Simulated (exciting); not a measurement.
# Nb (Pm-3m) in exciting: reference runs

Aim: a first look at Nb with PBEsol, on the cell as given.

All numbers are computed with exciting (release sodium); they aren't measurements. Logs are shortened: lines on timing, memory, paths and dates and some standing lists are left out, and cuts for length are marked.

### Step 1. Starting point

It takes space group Pm-3m (No. 221, cubic). Conventional cell: a = 2.720 Å, b = 2.720 Å, c = 2.720 Å, α = 90.00°, β = 90.00°, γ = 90.00°. Around Nb (site symmetry m-3m) lie 6 Nb at 2.72 Å.

The cell was built by a generator and needn't be a form met in nature.

### Step 2. Single point, PBEsol

input.xml reads:

```xml
<input>
  <title>Nb</title>
  <structure speciespath="./" tshift="false">
    <crystal scale="1">
      <basevect>5.139374757577 0.000000000000 0.000000000000</basevect>
      <basevect>0.000000000000 5.139374757577 0.000000000000</basevect>
      <basevect>0.000000000000 0.000000000000 5.139374757577</basevect>
    </crystal>
    <species speciesfile="Nb.xml" rmt="2.3">
      <atom coord="0.500000000000 0.500000000000 0.500000000000"/>
    </species>
  </structure>
  <groundstate do="fromscratch" ngridk="10 10 10" rgkmax="9" gmaxvr="14" lmaxapw="10" lmaxmat="10" lmaxvr="8" xctype="GGA_PBE_SOL" stype="Fermi Dirac" swidth="0.00183747" nempty="12" ValenceRelativity="iora*" epsengy="1e-05" epspot="1e-05" maxscl="60" tforce="true" outputlevel="normal"/>
</input>
```

Potentials or basis: all-electron LAPW+lo, shipped species files, valence relativity iora*.

On the command line:

```
> OMP_NUM_THREADS=1 exciting_smp
```

INFO.OUT:

```text
================================================================================
EXCITING SODIUM started
[... 10 lines left out ...]

 Lattice vectors (cartesian) :
      5.1393747576      0.0000000000      0.0000000000
      0.0000000000      5.1393747576      0.0000000000
      0.0000000000      0.0000000000      5.1393747576

 Reciprocal lattice vectors (cartesian) :
      1.2225583079      0.0000000000      0.0000000000
      0.0000000000      1.2225583079      0.0000000000
      0.0000000000      0.0000000000      1.2225583079

 Unit cell volume                           :     135.7471940637
 Brillouin zone volume                      :       1.8272953276

 Species :    1 (Nb)
     parameters loaded from                 :    Nb.xml
     name                                   :    niobium
     nuclear charge                         :     -41.00000000
     electronic charge                      :      41.00000000
     atomic mass                            :  169357.97030000
     muffin-tin radius                      :       2.30000000
     # of radial points in muffin-tin       :     400

     atomic positions (lattice) :
       1 :   0.50000000  0.50000000  0.50000000

 Total number of atoms per unit cell        :       1

 Spin treatment                             :    spin-unpolarised

 Number of Bravais lattice symmetries       :      48
 Number of crystal symmetries               :      48

 k-point grid                               :      10   10   10
 Total number of k-points                   :      56
 k-point set is reduced with crystal symmetries

 R^MT_min * |G+k|_max (rgkmax)              :       9.00000000
 Species with R^MT_min                      :       1 (Nb)
 Maximum |G+k| for APW functions            :       3.91304348
 Maximum |G| for potential and density      :      14.00000000

 G-vector grid sizes                        :      24    24    24
 Total number of G-vectors                  :    6355

 Maximum angular momentum used for
     APW functions                          :      10
     computing H and O matrix elements      :      10
     potential and density                  :       8
     inner part of muffin-tin               :       2

 Total nuclear charge                       :     -41.00000000
 Total electronic charge                    :      41.00000000
 Total core charge                          :      28.00000000
 Total valence charge                       :      13.00000000

 Number of empty states                     :      12
 Total number of valence states             :      19

 Maximum Hamiltonian size                   :     161
 Maximum number of plane-waves              :     148
 Total number of local-orbitals             :      13

 Exchange-correlation type                  :      22
     PBEsol, Phys. Rev. Lett. 100, 136406 (2008)
     Generalised gradient approximation (GGA)

[... 20 lines left out ...]
+ SCF iteration number :    1                                                  +
++++++++++++++++++++++++++++++++++++++++++++++++++++++++++++++++++++++++++++++++
 Total energy                               :     -3811.95597095
 _______________________________________________________________
 Fermi energy                               :         0.40002527
 Kinetic energy                             :      3955.62318859
 Coulomb energy                             :     -7650.78357383
 Exchange energy                            :      -114.39255985
 Correlation energy                         :        -2.40302586

 DOS at Fermi energy (states/Ha/cell)       :        67.75573909

 Electron charges :
     core                                   :        28.00000000
     core leakage                           :         0.00000959
     valence                                :        13.00000000
     interstitial                           :         2.68108918
     charge in muffin-tin spheres :
                  atom     1    Nb          :        38.31891082
     total charge in muffin-tins            :        38.31891082
     total charge                           :        41.00000000

++++++++++++++++++++++++++++++++++++++++++++++++++++++++++++++++++++++++++++++++
+ SCF iteration number :    2                                                  +
++++++++++++++++++++++++++++++++++++++++++++++++++++++++++++++++++++++++++++++++
 Total energy                               :     -3815.51251860
 _______________________________________________________________
 Fermi energy                               :         0.39217834
 Kinetic energy                             :      3953.47437286
 Coulomb energy                             :     -7652.10586621
 Exchange energy                            :      -114.47773323
 Correlation energy                         :        -2.40329202

 DOS at Fermi energy (states/Ha/cell)       :        65.66763459

 Electron charges :
     core                                   :        28.00000000
     core leakage                           :         0.00000929
     valence                                :        13.00000000
     interstitial                           :         2.60134554
     charge in muffin-tin spheres :
                  atom     1    Nb          :        38.39865446
     total charge in muffin-tins            :        38.39865446
     total charge                           :        41.00000000

 RMS change in effective potential (target) :  0.457086E-01  ( 0.100000E-04)
 Absolute change in total energy   (target) :   3.55655      ( 0.100000E-04)
 Charge distance                   (target) :  0.429165E-02  ( 0.100000E-04)
 Abs. change in max-nonIBS-force   (target) :   0.00000      ( 0.500000E-04)

++++++++++++++++++++++++++++++++++++++++++++++++++++++++++++++++++++++++++++++++
+ SCF iteration number :    3                                                  +
++++++++++++++++++++++++++++++++++++++++++++++++++++++++++++++++++++++++++++++++
 Total energy                               :     -3817.32955979
 _______________________________________________________________
 Fermi energy                               :         0.38797739
 Kinetic energy                             :      3952.32101014
 Coulomb energy                             :     -7652.72515042
 Exchange energy                            :      -114.52199488
 Correlation energy                         :        -2.40342464

 DOS at Fermi energy (states/Ha/cell)       :        66.27820507

 Electron charges :
     core                                   :        28.00000000
     core leakage                           :         0.00000916
     valence                                :        13.00000000
     interstitial                           :         2.55696593
     charge in muffin-tin spheres :
                  atom     1    Nb          :        38.44303407
     total charge in muffin-tins            :        38.44303407
     total charge                           :        41.00000000
[... 185 lines left out ...]
 DOS at Fermi energy (states/Ha/cell)       :        67.96355765

 Electron charges :
     core                                   :        28.00000000
     core leakage                           :         0.00000912
     valence                                :        13.00000000
     interstitial                           :         2.51610912
     charge in muffin-tin spheres :
                  atom     1    Nb          :        38.48389088
     total charge in muffin-tins            :        38.48389088
     total charge                           :        41.00000000

 RMS change in effective potential (target) :  0.225705E-07  ( 0.100000E-04)
 Absolute change in total energy   (target) :  0.140722E-07  ( 0.100000E-04)
 Charge distance                   (target) :  0.963219E-08  ( 0.100000E-04)
 Abs. change in max-nonIBS-force   (target) :   0.00000      ( 0.500000E-04)

++++++++++++++++++++++++++++++++++++++++++++++++++++++++++++++++++++++++++++++++
+ SCF iteration number :   11                                                  +
++++++++++++++++++++++++++++++++++++++++++++++++++++++++++++++++++++++++++++++++
 Total energy                               :     -3818.34523645
 _______________________________________________________________
 Fermi energy                               :         0.38603100
 Kinetic energy                             :      3951.51767647
 Coulomb energy                             :     -7652.90885016
 Exchange energy                            :      -114.55057385
 Correlation energy                         :        -2.40348890

 DOS at Fermi energy (states/Ha/cell)       :        67.96354337

 Electron charges :
     core                                   :        28.00000000
     core leakage                           :         0.00000912
     valence                                :        13.00000000
     interstitial                           :         2.51610891
     charge in muffin-tin spheres :
                  atom     1    Nb          :        38.48389109
     total charge in muffin-tins            :        38.48389109
     total charge                           :        41.00000000

 RMS change in effective potential (target) :  0.330194E-07  ( 0.100000E-04)
 Absolute change in total energy   (target) :  0.485584E-05  ( 0.100000E-04)
 Charge distance                   (target) :  0.116129E-07  ( 0.100000E-04)
 Abs. change in max-nonIBS-force   (target) :   0.00000      ( 0.500000E-04)

++++++++++++++++++++++++++++++++++++++++++++++++++++++++++++++++++++++++++++++++
| Convergency criteria checked for the last 2 iterations                       +
| Convergence targets achieved. Performing final SCF iteration                 +
++++++++++++++++++++++++++++++++++++++++++++++++++++++++++++++++++++++++++++++++
 Total energy                               :     -3818.34523205
 _______________________________________________________________
 Fermi energy                               :         0.38603100
 Kinetic energy                             :      3951.51767865
 Coulomb energy                             :     -7652.90884811
 Exchange energy                            :      -114.55057369
 Correlation energy                         :        -2.40348891

 DOS at Fermi energy (states/Ha/cell)       :        67.96355807

 Electron charges :
     core                                   :        28.00000000
     core leakage                           :         0.00000912
     valence                                :        13.00000000
     interstitial                           :         2.51610912
     charge in muffin-tin spheres :
                  atom     1    Nb          :        38.48389088
     total charge in muffin-tins            :        38.48389088
     total charge                           :        41.00000000

++++++++++++++++++++++++++++++++++++++++++++++++++++++++++++++++++++++++++++++++
+ Self-consistent loop stopped                                                 +
++++++++++++++++++++++++++++++++++++++++++++++++++++++++++++++++++++++++++++++++
 STATE.OUT is written

--------------------------------------------------------------------------------
- Writing atomic positions and forces                                          -
--------------------------------------------------------------------------------

 Atomic positions (lattice) :
 atom     1  Nb  :     0.50000000    0.50000000    0.50000000

 Total atomic forces including IBS (cartesian) :
 atom     1  Nb  :     0.00000000    0.00000000    0.00000000

 Atomic force components including IBS (cartesian) :
 atom     1  Nb  :     0.00000000    0.00000000    0.00000000   HF force
                 :     0.00000000    0.00000000    0.00000000   core correction
                 :     0.00000000    0.00000000    0.00000000   IBS correction

********************************************************************************
[... 7 lines left out ...]
| EXCITING SODIUM stopped                                                      =
================================================================================
```

Wall time 20 s (1 thread of Arm Neoverse V2, shared host); peak memory 0.1 GiB.

Results:

```yaml
Free_energy: -103902.4863 eV
Band_gap_on_the_k_mesh: none (metal or under the smearing width)
All_electrons_inside_the_program's_atomic_spheres: Nb 38.48 (radii Nb 2.3 bohr)
```

Levels at points of the mesh, in eV from the Fermi level:
```tsv
k point	band 4	band 5	band 6	band 7	band 8	band 9	band 10	band 11
(0.00, 0.00, 0.00)	-29.82	-5.53	-2.71	-2.71	5.16	5.16	5.16	14.61
(0.50, 0.00, 0.00)	-29.68	-2.46	-1.82	0.61	1.92	1.92	5.50	9.78
(0.50, 0.50, 0.00)	-29.56	-3.99	-0.98	2.59	2.59	5.81	5.81	7.38
(0.50, 0.50, 0.50)	-30.86	-2.42	-2.42	-2.42	7.45	7.61	7.61	12.28
```

Caveat: the log's total energy holds no entropy term; the free energy is that total less TS from the occupations.
